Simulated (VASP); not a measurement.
# HfO$_{2}$ in VASP 6.6.1, single-point calculation

INCAR

```
ISIF = 2
ALGO = All
ISPIN = 2
ISMEAR = 0
ENCUT = 520
MAGMOM = 1 1 -1
LREAL = .FALSE.
PREC = Accurate
NSW = 0
LWAVE = .FALSE.
NBANDS = 18
EDIFF = 1E-7
NELM = 73
IBRION = -1
METAGGA = R2SCAN
SIGMA = 0.01
ISYM = -1
LASPH = .TRUE.
LCHARG = .FALSE.
```

KPOINTS

```
KPOINTS created by Atomic Simulation Environment
0
Gamma
4 4 4
0 0 0
```

POSCAR

```
Hf O
 1.0000000000000000
     0.0000000000000000    2.5038904960999999    2.5038904960999999
     2.5038904960999999    0.0000000000000000    2.5038904960999999
     2.5038904960999999    2.5038904960999999    0.0000000000000000
 Hf  O
   1   2
Cartesian
  0.0000000000000000  0.0000000000000000  0.0000000000000000
  1.2519452480500000  1.2519452480500000  1.2519452480500000
  3.7558357441499997  3.7558357441499997  3.7558357441499997
```

The recommended PBE PAW datasets give the neutral cell 22 valence electrons.

Command

```
mpirun -np 1 vasp_std
```

OSZICAR

```
N       E                     dE             d eps       ncg     rms           ort
DAV:   1     0.505783762832E+02    0.50578E+02   -0.14216E+04  1152   0.132E+03
DAV:   2    -0.753495013151E+02   -0.12593E+03   -0.12184E+03  1152   0.298E+02
DAV:   3    -0.793209109670E+02   -0.39714E+01   -0.39565E+01  1152   0.470E+01
DAV:   4    -0.793430625439E+02   -0.22152E-01   -0.22146E-01  1152   0.387E+00
DAV:   5    -0.793432084775E+02   -0.14593E-03   -0.14593E-03  1152   0.294E-01
SDA:   6    -0.609460981516E+02    0.18397E+02   -0.14593E-03  1152   0.293E+02   0.000E+00
CGA:   7    -0.676881664125E+02   -0.67421E+01   -0.67758E+01  1152   0.157E+01  -0.612E+00
CGA:   8    -0.683932908519E+02   -0.70512E+00   -0.72816E+00  1152   0.371E+00  -0.103E+00
CGA:   9    -0.685044797498E+02   -0.11119E+00   -0.11138E+00  1152   0.710E-01  -0.157E-02
CGA:  10    -0.685324504497E+02   -0.27971E-01   -0.27949E-01  1152   0.170E-01   0.160E-03
CGA:  11    -0.685409674081E+02   -0.85170E-02   -0.85186E-02  1152   0.612E-02  -0.203E-04
CGA:  12    -0.685436249434E+02   -0.26575E-02   -0.26662E-02  1152   0.153E-02  -0.563E-04
CGA:  13    -0.685442044510E+02   -0.57951E-03   -0.57641E-03  1152   0.229E-03   0.357E-04
CGA:  14    -0.685442975899E+02   -0.93139E-04   -0.91352E-04  1152   0.378E-04   0.207E-04
CGA:  15    -0.685443106542E+02   -0.13064E-04   -0.13040E-04  1152   0.621E-05   0.649E-05
SDA:  16    -0.685443123683E+02   -0.17141E-05   -0.18652E-05  1152   0.154E-05   0.267E-05
SDA:  17    -0.685443126806E+02   -0.31223E-06   -0.36700E-06  1152   0.538E-06   0.809E-06
SDA:  18    -0.685443127693E+02   -0.88707E-07   -0.11832E-06  1152   0.279E-06   0.371E-06
   1 F= -.68544313E+02 E0= -.68544313E+02  d E =-.700240E-53  mag=    -0.0000
```

Standard output (part)

```
POSCAR found type information on POSCAR HfO
 POSCAR found :  2 types and       3 ions
 LDA part: xc-table for (None), standard interpolation
 POSCAR, INCAR and KPOINTS ok, starting setup
 WAVECAR not read
 entering main loop
 gam= 0.000 g(H,U,f)=  0.187E+02 0.106E+02 0.870E-17 ort(H,U,f) = 0.000E+00 0.000E+00 0.000E+00
 gam= 0.000 trial= 0.400  step=  0.4624 mean=  0.4000
 gam= 0.054 g(H,U,f)=  0.107E+01 0.497E+00 0.195E-12 ort(H,U,f) =-0.313E+01 0.252E+01 0.105E-11
 gam= 0.054 trial= 0.406  step=  0.9482 mean=  0.4062
 gam= 0.237 g(H,U,f)=  0.336E+00 0.351E-01 0.152-117 ort(H,U,f) =-0.231E+00 0.128E+00 0.840-117
 gam= 0.237 trial= 0.460  step=  0.6424 mean=  0.4604
 gam= 0.191 g(H,U,f)=  0.560E-01 0.150E-01 0.191E-33 ort(H,U,f) =-0.167E-01 0.152E-01 0.179E-32
 gam= 0.191 trial= 0.479  step=  0.7905 mean=  0.4786
 gam= 0.239 g(H,U,f)=  0.109E-01 0.608E-02 0.305E-24 ort(H,U,f) =-0.101E-01 0.102E-01-0.266E-23
 gam= 0.239 trial= 0.510  step=  1.0012 mean=  0.5098
 gam= 0.361 g(H,U,f)=  0.520E-02 0.922E-03 0.290E-54 ort(H,U,f) =-0.314E-02 0.312E-02-0.844E-54
 gam= 0.361 trial= 0.559  step=  0.8718 mean=  0.5590
 gam= 0.249 g(H,U,f)=  0.142E-02 0.109E-03 0.132E-53 ort(H,U,f) =-0.695E-03 0.639E-03-0.116E-55
 gam= 0.249 trial= 0.590  step=  0.7616 mean=  0.5902
 gam= 0.150 g(H,U,f)=  0.220E-03 0.864E-05 0.871E-57 ort(H,U,f) =-0.152E-04 0.509E-04 0.187E-56
 gam= 0.150 trial= 0.607  step=  0.7791 mean=  0.6074
...
```

It converged. Results: pressure 4.4 GPa; magnetic moment of the cell 0.00 μB.

For comparison, a separate r²SCAN run of the intended cell, on usual settings and not on those above, gives a gap of 4.40 eV on its mesh and a pressure of 4.4 GPa.

The run above took about 5.4 min on one core of a shared host (Intel Xeon Platinum 8488C) and held 0.28 GiB at most.
